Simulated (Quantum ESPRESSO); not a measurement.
Pd:

```
CELL_PARAMETERS angstrom
0.00000 1.94650 1.94650
1.94650 0.00000 1.94650
1.94650 1.94650 0.00000
ATOMIC_POSITIONS crystal
Pd 0.00000 0.00000 0.00000
```

| Property | Result |
| --- | --- |
| Program | Quantum ESPRESSO 7.5 |
| Task | single point |
| Functional | PBE |
| Potentials or basis | SSSP 1.3 efficiency PBE |
| Cutoff | 816 eV |
| Density cutoff | 3265 eV |
| k mesh | 12 × 12 × 12 |
| Occupations | fermi-dirac, width 0.05 eV |
| Spin | no spin polarisation |

On this cell: pressure 6.8 GPa; band gap on the k mesh none (metal or under the smearing width).

The same run follows on a disturbed copy (cell strained at random at fixed volume):

```
Pd
1.0
    -0.01113    1.95522    1.94186
     1.97107    0.00634    1.92440
     1.96444    1.93112    0.01297
Pd
1
Direct
  0.02384 0.98301 0.99703
```

Question: What does the disturbed cell give?

Answer: The energy (extrapolated to zero smearing) moves by +1.8 meV/atom; pressure 6.8 GPa; band gap on the k mesh none (metal or under the smearing width).

Stress tensor (GPa, compression positive):
```
 5.97  0.64  0.17
 0.64  7.12 -1.40
 0.17 -1.40  7.43
```
